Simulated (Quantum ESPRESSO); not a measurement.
# Ir (Fm-3m) in Quantum ESPRESSO: further runs

One crystal, Ir, is run at these levels: LDA; tasks: single point, equation of state.

Program: Quantum ESPRESSO 7.5. These are calculated values, not measurements. Logs are shortened: lines on timing, memory, paths and dates and some standing lists are left out, and cuts for length are marked.

**1. Starting point**

The structure is cubic, space group Fm-3m (No. 225). Conventional cell: a = 3.831 Å, b = 3.831 Å, c = 3.831 Å, α = 90.00°, β = 90.00°, γ = 90.00°. Ir (site symmetry m-3m) is surrounded by 12 Ir at 2.71 Å.

**2. Single point, LDA, 13.22 Å³/atom**

File pw.in:

```
&CONTROL
  calculation = 'scf'
  prefix = 'pwscf'
  outdir = './tmp'
  pseudo_dir = './pseudo'
  tprnfor = .true.
  tstress = .true.
  disk_io = 'nowf'
/
&SYSTEM
  ibrav = 0
  nat = 1
  ntyp = 1
  ecutwfc = 56
  nbnd = 15
  occupations = 'smearing'
  smearing = 'fd'
  degauss = 0.00367493
/
&ELECTRONS
  conv_thr = 2d-10
  electron_maxstep = 120
  mixing_beta = 0.5
/
ATOMIC_SPECIES
Ir   192.2170 Ir.upf
CELL_PARAMETERS angstrom
   0.0000000000    1.8764951499    1.8764951499
   1.8764951499    0.0000000000    1.8764951499
   1.8764951499    1.8764951499    0.0000000000
ATOMIC_POSITIONS crystal
Ir     0.0000000000    0.0000000000    0.0000000000
K_POINTS automatic
12 12 12 0 0 0
```

Potentials or basis: PseudoDojo 0.4.1 SR LDA standard.

Launch:

```
$ OMP_NUM_THREADS=1 pw.x -in pw.in > pw.out
```

pw.out:

```text
This program is part of the open-source Quantum ESPRESSO suite
     for quantum simulation of materials; please cite
         "P. Giannozzi et al., J. Phys.:Condens. Matter 21 395502 (2009);
         "P. Giannozzi et al., J. Phys.:Condens. Matter 29 465901 (2017);
         "P. Giannozzi et al., J. Chem. Phys. 152 154105 (2020);
     in publications or presentations arising from this work. More details at

     Message from routine setup:
     using ibrav=0 with symmetry is DISCOURAGED, use correct ibrav instead

     G-vector sticks info
     --------------------
     sticks:   dense  smooth     PW     G-vecs:    dense   smooth      PW
     Sum         379     379    121                 5029     5029     941

     Using Slab Decomposition

     bravais-lattice index     =            0
     lattice parameter (alat)  =       5.0149  a.u.
     unit-cell volume          =      89.1803 (a.u.)^3
     number of atoms/cell      =            1
     number of atomic types    =            1
     number of electrons       =        17.00
     number of Kohn-Sham states=           15
     kinetic-energy cutoff     =      56.0000  Ry
     charge density cutoff     =     224.0000  Ry
     scf convergence threshold =      2.0E-10
     mixing beta               =       0.5000
     number of iterations used =            8  plain     mixing
     Exchange-correlation= SLA  PW   NOGX NOGC
                           (   1   4   0   0   0   0   0)

     celldm(1)=   5.014889  celldm(2)=   0.000000  celldm(3)=   0.000000
     celldm(4)=   0.000000  celldm(5)=   0.000000  celldm(6)=   0.000000

     crystal axes: (cart. coord. in units of alat)
               a(1) = (   0.000000   0.707107   0.707107 )
               a(2) = (   0.707107   0.000000   0.707107 )
               a(3) = (   0.707107   0.707107   0.000000 )

     reciprocal axes: (cart. coord. in units 2 pi/alat)
               b(1) = ( -0.707107  0.707107  0.707107 )
               b(2) = (  0.707107 -0.707107  0.707107 )
               b(3) = (  0.707107  0.707107 -0.707107 )

     PseudoPot. # 1 for Ir read from file:
     Ir.upf
     Pseudo is Norm-conserving + core correction, Zval = 17.0
     Generated using ONCVPSP code by D. R. Hamann
     Using radial grid of 1296 points,  8 beta functions with:
                l(1) =   0
                l(2) =   0
                l(3) =   1
                l(4) =   1
                l(5) =   2
                l(6) =   2
                l(7) =   3
                l(8) =   3

     atomic species   valence    mass     pseudopotential
     Ir               17.00   192.21700     Ir( 1.00)

     48 Sym. Ops., with inversion, found

   Cartesian axes

     site n.     atom                  positions (alat units)
         1        Ir     tau(   1) = (   0.0000000   0.0000000   0.0000000  )

     number of k points=    72  Fermi-Dirac smearing, width (Ry)=  0.0037
                       cart. coord. in units 2pi/alat
        k(    1) = (   0.0000000   0.0000000   0.0000000), wk =   0.0011574
        k(    2) = (   0.0589256   0.0589256  -0.0589256), wk =   0.0092593
        k(    3) = (   0.1178511   0.1178511  -0.1178511), wk =   0.0092593
        k(    4) = (   0.1767767   0.1767767  -0.1767767), wk =   0.0092593
        k(    5) = (   0.2357023   0.2357023  -0.2357023), wk =   0.0092593
        k(    6) = (   0.2946278   0.2946278  -0.2946278), wk =   0.0092593
[... 64 lines left out ...]
        k(   71) = (  -0.7071068   0.2357023   0.0000000), wk =   0.0138889
        k(   72) = (  -0.7071068   0.3535534   0.0000000), wk =   0.0069444

     Dense  grid:     5029 G-vectors     FFT dimensions: (  24,  24,  24)

     Initial potential from superposition of free atoms

     starting charge      16.9999, renormalised to      17.0000
     Starting wfcs are   10 randomized atomic wfcs +    5 random wfcs

     Self-consistent Calculation

     iteration #  1     ecut=    56.00 Ry     beta= 0.50
     Davidson diagonalization with overlap
     ethr =  1.00E-02,  avg # of iterations =  4.1

     Threshold (ethr) on eigenvalues was too large:
     Diagonalizing with lowered threshold

     Davidson diagonalization with overlap
     ethr =  9.81E-05,  avg # of iterations =  2.8

     total energy              =    -229.91950563 Ry
     estimated scf accuracy    <       0.01685031 Ry
[... 36 lines left out ...]
     iteration #  7     ecut=    56.00 Ry     beta= 0.50
     Davidson diagonalization with overlap
     ethr =  9.57E-12,  avg # of iterations =  2.0

     End of self-consistent calculation

          k = 0.0000 0.0000 0.0000 (   609 PWs)   bands (ev):

   -65.4892 -21.7443 -21.7443 -21.7443  15.9135  23.4728  23.4728  23.4728
    26.4943  26.4943  41.2398  47.0865  47.0865  47.0865  52.9475

          k = 0.0589 0.0589-0.0589 (   621 PWs)   bands (ev):
[... 126 lines left out ...]
   -65.4371 -22.2467 -21.9461 -21.8033  18.8810  22.2676  23.8207  24.8056
    25.2035  28.0648  42.5222  45.5014  47.8041  48.3701  53.4189

          k = 0.3536 0.0000 0.0000 (   632 PWs)   bands (ev):

   -65.4297 -22.2368 -21.9313 -21.9313  19.0561  21.2809  24.4162  25.6877
    25.6877  27.5613  45.7662  46.3746  46.3746  47.1804  52.1900

          k = 0.4125 0.0589-0.0589 (   627 PWs)   bands (ev):
[... 66 lines left out ...]
   -65.3702 -22.6155 -22.2258 -22.0787  19.6222  20.3797  25.9921  27.7142
    29.0208  33.7577  35.9866  40.4949  41.6493  50.7181  54.4862

          k =-0.7071 0.0000 0.0000 (   636 PWs)   bands (ev):

   -65.3697 -22.6894 -22.1142 -22.1142  19.0685  19.6738  28.8201  29.4829
    29.4829  29.5029  39.2234  39.5520  39.5520  50.0252  54.3506

          k = 0.2357 0.1179 0.0000 (   622 PWs)   bands (ev):

   -65.4534 -22.0874 -21.8672 -21.8051  17.9248  22.3255  24.1353  24.4922
    25.4424  27.1250  43.9063  44.5754  47.7802  49.7864  53.1121

          k = 0.2946 0.1768-0.0589 (   626 PWs)   bands (ev):
[... 16 lines left out ...]
   -65.3917 -22.6840 -22.0175 -21.9224  19.7263  22.6212  24.0805  24.8608
    28.6351  31.5273  35.2807  42.5339  46.0547  47.2409  56.9538

          k = 0.3536 0.1179 0.0000 (   628 PWs)   bands (ev):

   -65.4256 -22.2936 -21.9640 -21.8994  19.3722  21.4559  23.7472  25.6811
    25.9533  28.0375  43.5474  45.9941  46.9917  47.5544  53.7712

          k = 0.4125 0.1768-0.0589 (   628 PWs)   bands (ev):
[... 66 lines left out ...]
   -65.3715 -22.5149 -22.3329 -22.0601  20.3155  21.2802  24.2164  26.5496
    28.7796  34.7282  36.1825  39.8000  43.1114  50.3176  54.7357

          k =-0.7071 0.1179-0.0000 (   634 PWs)   bands (ev):

   -65.3695 -22.6520 -22.1540 -22.1169  19.4119  19.9907  26.8086  28.1643
    29.4846  32.3144  37.6675  39.4123  41.0522  51.1606  53.8045

          k =-0.2357-0.4714 0.7071 (   641 PWs)   bands (ev):
[... 26 lines left out ...]
   -65.3735 -22.4440 -22.3756 -22.0644  21.1339  22.1287  22.4489  25.9112
    28.7360  34.1781  38.4036  38.6573  43.2488  51.0354  53.0451

          k =-0.7071 0.2357 0.0000 (   634 PWs)   bands (ev):

   -65.3695 -22.5490 -22.2617 -22.1227  20.2746  20.9233  24.4143  26.6698
    29.4880  35.0410  36.7363  38.7875  41.7844  53.0566  54.2051

          k =-0.7071 0.3536 0.0000 (   648 PWs)   bands (ev):

   -65.3697 -22.4068 -22.4068 -22.1256  20.8748  22.4221  22.4221  25.7589
    29.4897  36.4837  37.3219  37.3219  41.9191  53.2686  53.2686

     the Fermi energy is    27.8483 ev

!    total energy              =    -229.92262898 Ry
     estimated scf accuracy    <          6.0E-11 Ry
     smearing contrib. (-TS)   =      -0.00030734 Ry
     internal energy E=F+TS    =    -229.92232164 Ry

     The total energy is F=E-TS. E is the sum of the following terms:
     one-electron contribution =     -27.96411544 Ry
     hartree contribution      =      27.59402773 Ry
     xc contribution           =     -42.72171963 Ry
     ewald contribution        =    -186.83051430 Ry

     convergence has been achieved in   7 iterations

     Forces acting on atoms (cartesian axes, Ry/au):

     atom    1 type  1   force =     0.00000000    0.00000000    0.00000000

     Total force =     0.000000     Total SCF correction =     0.000000

     Computing stress (Cartesian axis) and pressure

          total   stress  (Ry/bohr**3)                   (kbar)     P=      181.66
   0.00123487   0.00000000   0.00000000          181.66        0.00        0.00
   0.00000000   0.00123487   0.00000000            0.00      181.66        0.00
   0.00000000   0.00000000   0.00123487            0.00        0.00      181.66

=------------------------------------------------------------------------------=
   JOB DONE.
=------------------------------------------------------------------------------=
```

It took 7.2 s on 1 thread of Intel Xeon Platinum 8488C (Sapphire Rapids), shared host; peak memory 0.05 GiB.

What came out:

* Free energy: -3128.2567 eV
* Pressure: 18.2 GPa
* Band gap on the k mesh: none (metal or under the smearing width)

**3. Single point, LDA, 13.50 Å³/atom**

Changes to pw.in since step 2:

```diff
@@ -27,5 +27,5 @@
 CELL_PARAMETERS angstrom
-   0.0000000000    1.8764951499    1.8764951499
-   1.8764951499    0.0000000000    1.8764951499
-   1.8764951499    1.8764951499    0.0000000000
+   0.0000000000    1.8897103398    1.8897103398
+   1.8897103398    0.0000000000    1.8897103398
+   1.8897103398    1.8897103398    0.0000000000
 ATOMIC_POSITIONS crystal
```

Potentials or basis: PseudoDojo 0.4.1 SR LDA standard.

Launch:

```
$ OMP_NUM_THREADS=1 pw.x -in pw.in > pw.out
```

Run time: 6.1 s. Hardware: 1 thread of Intel Xeon Platinum 8488C (Sapphire Rapids), shared host; peak memory 0.05 GiB.

The run converged. Its results:

| Item | Value |
| --- | --- |
| Free energy | -3128.2819 eV |
| Pressure | 8.1 GPa |
| Band gap on the k mesh | none (metal or under the smearing width) |

**4. Single point, LDA, 13.78 Å³/atom**

Changes to pw.in since step 3:

```diff
@@ -27,5 +27,5 @@
 CELL_PARAMETERS angstrom
-   0.0000000000    1.8897103398    1.8897103398
-   1.8897103398    0.0000000000    1.8897103398
-   1.8897103398    1.8897103398    0.0000000000
+   0.0000000000    1.9027432368    1.9027432368
+   1.9027432368    0.0000000000    1.9027432368
+   1.9027432368    1.9027432368    0.0000000000
 ATOMIC_POSITIONS crystal
```

Launch:

```
$ OMP_NUM_THREADS=1 pw.x -in pw.in > pw.out
```

Wall time 5.9 s (1 thread of Intel Xeon Platinum 8488C (Sapphire Rapids), shared host); peak memory 0.05 GiB.

Results (log left out):

```yaml
Free_energy: -3128.2903 eV
Pressure: -0.8 GPa
Band_gap_on_the_k_mesh: none (metal or under the smearing width)
```

**5. Single point, LDA, 14.06 Å³/atom**

Changes to pw.in since step 4:

```diff
@@ -27,5 +27,5 @@
 CELL_PARAMETERS angstrom
-   0.0000000000    1.9027432368    1.9027432368
-   1.9027432368    0.0000000000    1.9027432368
-   1.9027432368    1.9027432368    0.0000000000
+   0.0000000000    1.9156000000    1.9156000000
+   1.9156000000    0.0000000000    1.9156000000
+   1.9156000000    1.9156000000    0.0000000000
 ATOMIC_POSITIONS crystal
```

Launch:

```
$ OMP_NUM_THREADS=1 pw.x -in pw.in > pw.out
```

Wall time 9.1 s (1 thread of Intel Xeon Platinum 8488C (Sapphire Rapids), shared host); peak memory 0.05 GiB.

It converged, with:

```yaml
Free_energy: -3128.2841 eV
Pressure: -8.6 GPa
Band_gap_on_the_k_mesh: none (metal or under the smearing width)
```

**6. Single point, LDA, 14.34 Å³/atom**

Changes to pw.in since step 5:

```diff
@@ -27,5 +27,5 @@
 CELL_PARAMETERS angstrom
-   0.0000000000    1.9156000000    1.9156000000
-   1.9156000000    0.0000000000    1.9156000000
-   1.9156000000    1.9156000000    0.0000000000
+   0.0000000000    1.9282864624    1.9282864624
+   1.9282864624    0.0000000000    1.9282864624
+   1.9282864624    1.9282864624    0.0000000000
 ATOMIC_POSITIONS crystal
```

Potentials or basis: PseudoDojo 0.4.1 SR LDA standard.

Launch:

```
$ OMP_NUM_THREADS=1 pw.x -in pw.in > pw.out
```

It took 8 s on 1 thread of Intel Xeon Platinum 8488C (Sapphire Rapids), shared host; peak memory 0.05 GiB.

The run converged. Its results:

```
Free energy            : -3128.2648 eV
Pressure               : -15.6 GPa
Band gap on the k mesh : none (metal or under the smearing width)
```

**7. Single point, LDA, 14.62 Å³/atom**

Changes to pw.in since step 6:

```diff
@@ -27,5 +27,5 @@
 CELL_PARAMETERS angstrom
-   0.0000000000    1.9282864624    1.9282864624
-   1.9282864624    0.0000000000    1.9282864624
-   1.9282864624    1.9282864624    0.0000000000
+   0.0000000000    1.9408081540    1.9408081540
+   1.9408081540    0.0000000000    1.9408081540
+   1.9408081540    1.9408081540    0.0000000000
 ATOMIC_POSITIONS crystal
```

Launch:

```
$ OMP_NUM_THREADS=1 pw.x -in pw.in > pw.out
```

It took 7.8 s on 1 thread of Intel Xeon Platinum 8488C (Sapphire Rapids), shared host; peak memory 0.05 GiB.

Results (log left out):

* Free energy: -3128.2341 eV
* Pressure: -21.7 GPa
* Band gap on the k mesh: none (metal or under the smearing width)

**8. Single point, LDA, 14.90 Å³/atom**

Changes to pw.in since step 7:

```diff
@@ -27,5 +27,5 @@
 CELL_PARAMETERS angstrom
-   0.0000000000    1.9408081540    1.9408081540
-   1.9408081540    0.0000000000    1.9408081540
-   1.9408081540    1.9408081540    0.0000000000
+   0.0000000000    1.9531703226    1.9531703226
+   1.9531703226    0.0000000000    1.9531703226
+   1.9531703226    1.9531703226    0.0000000000
 ATOMIC_POSITIONS crystal
```

Launch:

```
$ OMP_NUM_THREADS=1 pw.x -in pw.in > pw.out
```

Run time: 6.8 s. Hardware: 1 thread of Intel Xeon Platinum 8488C (Sapphire Rapids), shared host; peak memory 0.05 GiB.

It converged, with:

* Free energy: -3128.1932 eV
* Pressure: -27.1 GPa
* Band gap on the k mesh: none (metal or under the smearing width)

**9. Equation of state, LDA**

Potentials or basis: PseudoDojo 0.4.1 SR LDA standard.

This step only gathers the single runs of the series.

Results:

| Item | Value |
| --- | --- |
| Equilibrium volume | 13.79 Å³/atom |
| Bulk modulus | 408 GPa |
| Pressure derivative of the bulk modulus | 5.1 |

Energy against volume, from the lowest point:
| volume (Å³/atom) | energy (meV/atom) |
| --- | --- |
| 13.215 | 33.59 |
| 13.496 | 8.46 |
| 13.778 | 0.00 |
| 14.059 | 6.22 |
| 14.340 | 25.51 |
| 14.621 | 56.23 |
| 14.902 | 97.12 |
